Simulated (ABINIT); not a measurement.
Crystal: FeO (Wuestite).

```
CELL_PARAMETERS angstrom
0.00000 2.15540 2.15540
2.15540 0.00000 2.15540
2.15540 2.15540 0.00000
ATOMIC_POSITIONS crystal
Fe 0.00000 0.00000 0.00000
O 0.50000 0.50000 0.50000
```

Program: ABINIT 10.8.3 (patched build). Alike in all runs: spin collinear, ferromagnetic start; cell as given; smearing fermi-dirac 0.05 eV.

Q: Order these runs on this cell by their pressure, lowest first.
A. level BLYP+U; potentials or basis Ansatz PAW PBE default generated set, frozen core; U Fe d U = 1 eV; k mesh 8 × 8 × 8; cutoff (eV) 435; double counting (usepawu) 2; fine-grid cutoff 870.764 eV
B. level LDA; potentials or basis PseudoDojo NC SR LDA v0.4.1 standard; k mesh 8 × 8 × 8, with 4 shifts; cutoff (eV) 1252; bands in the sums 17; broadening (eV) 0.15; scissor shift (eV) 0
C. level PBEsol; potentials or basis PseudoDojo NC SR PBEsol v0.4.1 standard; k mesh 8 × 8 × 8; cutoff (eV) 1116
D. level PBE; potentials or basis PseudoDojo NC SR PBE v0.4 stringent; k mesh 8 × 8 × 8; cutoff (eV) 1497

A: B (-16.3 GPa), C (-10.7 GPa), D (-1.5 GPa), A (6.6 GPa).

Caveats: a cell with one magnetic atom can't hold antiferromagnetic order, which such compounds often take; the PAW data sets were made with another functional, which shifts forces and pressure a little (some runs); so large a pressure means that the cell lies far from this level's equilibrium, or that cutoff or potentials fall short (some runs).

Not every run made on this cell is shown here.
